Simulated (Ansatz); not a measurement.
# Moving the pressure in Os

The cell as given:

```cif
data_structure
_symmetry_space_group_name_H-M 'P6_3/mmc'
_symmetry_Int_Tables_number 194
_cell_length_a 2.7341
_cell_length_b 2.7341
_cell_length_c 4.3197
_cell_angle_alpha 90.000
_cell_angle_beta 90.000
_cell_angle_gamma 120.000
_cell_volume 27.96
loop_
_atom_site_label
_atom_site_type_symbol
_atom_site_symmetry_multiplicity
_atom_site_Wyckoff_symbol
_atom_site_fract_x
_atom_site_fract_y
_atom_site_fract_z
_atom_site_occupancy
Os1 Os 2 c 0.66667 0.33333 0.75000 1
```

Kept alike: task relaxation of cell and atoms; functional PBEsol; k mesh 11 × 11 × 6; occupations fermi-dirac, width 0.05 eV; no spin polarisation. Program: Ansatz, Ansatz PAW, cutoff 420 eV. The mesh is that of the run's cell of 2 atoms. No spin-orbit coupling.

| run | volume (Å³/atom) | first edge of the run's cell (Å) | third edge of the run's cell (Å) |
| --- | --- | --- | --- |
| A | 13.082 | 2.671 | 4.233 |
| B | 13.592 | 2.707 | 4.283 |
| C | 13.738 | 2.717 | 4.297 |
| D | 13.831 | 2.724 | 4.306 |
| E | 13.895 | 2.728 | 4.312 |
| F | 13.323 | 2.688 | 4.257 |

The relaxations keep at least the cell's symmetry (P6_3/mmc). For a metal such a mesh leaves the last digits unconverged. The runs follow the start's structure, whether or not it is the stable one at these pressures. P is the pressure aimed at, which the runs meet within some hundredths to tenths of a GPa. All rows use potentials made for PBE.

Problem. The runs differ in the pressure alone: 0; 2; 5; 10; 20; 30 GPa. Which run is which?

Solution. Run A is 30 GPa; run B is 10 GPa; run C is 5 GPa; run D is 2 GPa; run E is 0 GPa; run F is 20 GPa. The volume falls from 13.895 to 13.082 Å³/atom between 0 and 30 GPa. The volume falls ever more slowly, since the solid stiffens under load. At the pressures aimed at, which the runs meet within some tenths of a GPa, the step from 0 to 5 GPa gives a mean bulk modulus near 440 GPa, the last step 548 GPa. The first edge of the run's cell falls from 2.728 to 2.671 Å between 0 and 30 GPa. The third edge of the run's cell falls from 4.312 to 4.233 Å between 0 and 30 GPa.
